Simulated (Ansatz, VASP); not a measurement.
**One calculation of Ru, two programs**

```
Ru
1.0
     2.69420    0.00000    0.00000
     0.00000    3.81017    0.00000
     0.00000    0.00000   18.04129
Ru
4
Cartesian
  1.3471 1.9051 7.0000
  0.0000 0.0000 8.3471
  1.3471 1.9051 9.6547
  0.0000 0.0000 10.8624
```

Alike in both runs: functional PBE; k mesh 11 × 8 × 1; occupations gaussian, width 0.1 eV; no spin polarisation.

Ansatz relaxed the structure, and its values are those at the end. VASP's run is a single point on that final structure, the one shown.

|  | VASP | Ansatz |
| --- | --- | --- |
| version | VASP 6.6.1 | Ansatz 0.2.0 |
| potentials or method | VASP PAW PBE potentials, release 64 (Ru_pv) | scalar-relativistic, plane waves, PAW |
| plane-wave cutoff (eV) | 520 | 420 |
| valence electrons in the cell | 56 | 64 |

VASP gave:

```
gap on the k mesh at the Fermi level (eV)  : none
rms of the force components (eV/Å)         : 0.533
work function, face that differs most (eV) : 4.47
```

**Question.** Which values does Ansatz return?

**Answer.** gap on the k mesh at the Fermi level (eV): none; rms of the force components (eV/Å): 0.532; work function, face that differs most (eV): 4.47.

A gap of «none» marks a metal or a gap that the smearing closes. With one functional, cell and mesh, what is left measures potentials, basis and numerics. The two sets of potentials don't hold the same shells in valence.
